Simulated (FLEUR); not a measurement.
Runs of FLEUR MaX-R8.1 (patched build s14) on Ge. It takes space group Fd-3m (No. 227, cubic). Conventional cell: a = 5.658 Å, b = 5.658 Å, c = 5.658 Å, α = 90.00°, β = 90.00°, γ = 90.00°. Ge (site symmetry -43m) is surrounded by 4 Ge at 2.45 Å. 

| task | level | k mesh | gmax | muffin-tin radii | max iterations | mixing factor | mixer | kmax | mesh quality | gap on the mesh (eV) | V0 of scaled cells (Å³/atom) | B0 (GPa) |
| --- | --- | --- | --- | --- | --- | --- | --- | --- | --- | --- | --- | --- |
| equation of state | LDA exchange alone (X-alpha) | 8 × 8 × 8 | 11.9 1/bohr | Ge 2.08 bohr | - | - | - | 3.85 1/bohr | not flagged | - | (b) | 52 |
| equation of state | LDA (Perdew-Zunger) | 8 × 8 × 8 | 14.6 1/bohr | Ge 2.08 bohr | - | - | - | 4.71 1/bohr | not flagged | - | 22.23 | 70 |
| single point | HSE06 | 4 × 4 × 4 | 14.2 1/bohr | Ge 2.14 bohr | 30 | 0.05 | Anderson | 4.58 1/bohr | coarse | (a) | - | - |
| equation of state | LDA | 8 × 8 × 8 | 14.6 1/bohr | Ge 2.08 bohr | - | - | - | 4.71 1/bohr | not flagged | - | 22.20 | 70 |
| band structure | RPBE | 8 × 8 × 8 | 14.2 1/bohr | Ge 2.14 bohr | 60 | 0.05 | Anderson | 4.58 1/bohr | not flagged | 0.35 | - | - |

Alike in all rows: potentials or basis all-electron, FLAPW; no spin polarisation; cell as given; smearing fermi-dirac 0.05 eV.

Task: Estimate the missing entries.

Result: (a) 0.88; (b) 23.75.

Caveats: some runs use coarse meshes; the plane-wave cutoff is short for the semicore states, which can make moduli rough (some runs); core states are solved in the semilocal potential (some runs).

A k mesh can miss the band edges, and the runs leave out spin-orbit coupling on Ge.

The runs were made with more than one version of the program.

Runs at the PBE level aren't shown here.
